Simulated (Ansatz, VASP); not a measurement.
# Mn in VASP and in Ansatz

```
CELL_PARAMETERS angstrom
2.45091 0.00000 0.00000
-1.22545 2.12255 0.00000
0.00000 0.00000 2.10608
ATOMIC_POSITIONS crystal
Mn 0.00000 0.00000 0.00000
```

Alike in both runs: task relaxation of cell and atoms; functional PBEsol; k mesh 27 × 27 × 26; occupations gaussian, width 0.1 eV; no spin polarisation.

|  | VASP | Ansatz |
| --- | --- | --- |
| version | VASP 6.6.1 | Ansatz 0.2.0 |
| potentials or method | VASP PAW PBE potentials, release 64 (Mn_pv) | scalar-relativistic, plane waves, PAW |
| plane-wave cutoff (eV) | 600 | 420 |
| valence electrons in the cell | 13 | 15 |

Ansatz gave:

```
gap on the k mesh at the Fermi level, each at its own relaxed structure (eV) : none
relaxed volume (Å³/atom)                                                     : 10.94
relaxed cell length with the largest relative difference (Å)                 : 2.103
```

Question: Which values does VASP return?

Answer: gap on the k mesh at the Fermi level, each at its own relaxed structure (eV): none; relaxed volume (Å³/atom): 10.96; relaxed cell length with the largest relative difference (Å): 2.107.

A gap of «none» marks a metal or a gap that the smearing closes. The two sets of potentials don't hold the same shells in valence.

Caveats: the PAW data sets were made with another functional, which shifts forces and pressure a little (VASP); the run has no spin polarisation, though such a crystal can be magnetic. Spin polarisation is off, so any magnetic state and its effect on volume and gap are missing.
